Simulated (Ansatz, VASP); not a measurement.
# CO2: VASP beside Ansatz

```
C O
1.0
     5.40587    0.00000    0.00000
     0.00000    5.40587    0.00000
     0.00000    0.00000    5.40587
C O
4 8
Direct
  0.00000 0.00000 0.00000
  0.50000 0.00000 0.50000
  0.50000 0.50000 0.00000
  0.00000 0.50000 0.50000
  0.12441 0.12441 0.12441
  0.37559 0.87559 0.62441
  0.62441 0.37559 0.87559
  0.87559 0.62441 0.37559
  0.87559 0.87559 0.87559
  0.62441 0.12441 0.37559
  0.37559 0.62441 0.12441
  0.12441 0.37559 0.62441
```

Alike in both runs: functional PBEsol; k mesh 4 × 4 × 4; occupations gaussian, width 0.1 eV; no spin polarisation.

Ansatz relaxed the structure, and its values are those at the end. VASP's run is a single point on that final structure, the one shown.

|  | VASP | Ansatz |
| --- | --- | --- |
| version | VASP 6.6.1 | Ansatz 0.2.0 |
| potentials or method | VASP PAW PBE potentials, release 64 (C, O) | scalar-relativistic, plane waves, PAW |
| plane-wave cutoff (eV) | 520 | 420 |
| valence electrons in the cell | 64 | 64 |

|  | VASP | Ansatz | Ansatz less VASP |
| --- | --- | --- | --- |
| gap on the k mesh at the Fermi level (eV) | 6.83 | 6.85 | +0.027 |
| least direct gap on the mesh (eV) | 6.83 | 6.85 | +0.027 |
| pressure (GPa) | 3.7 | 1.9 | -1.90 |
| rms of the force components (eV/Å) | 0.373 | 0.038 | -0.3350 |

One of these differences is far larger than is usual between the two programs; its cause wasn't traced.

Caveats: the standard files for N, O and F lose accuracy on very short bonds; the PAW data sets were made with another functional, which shifts forces and pressure a little (VASP). PBEsol gaps usually lie below the measured ones, often by a third to a half. A k mesh can miss the band edges.
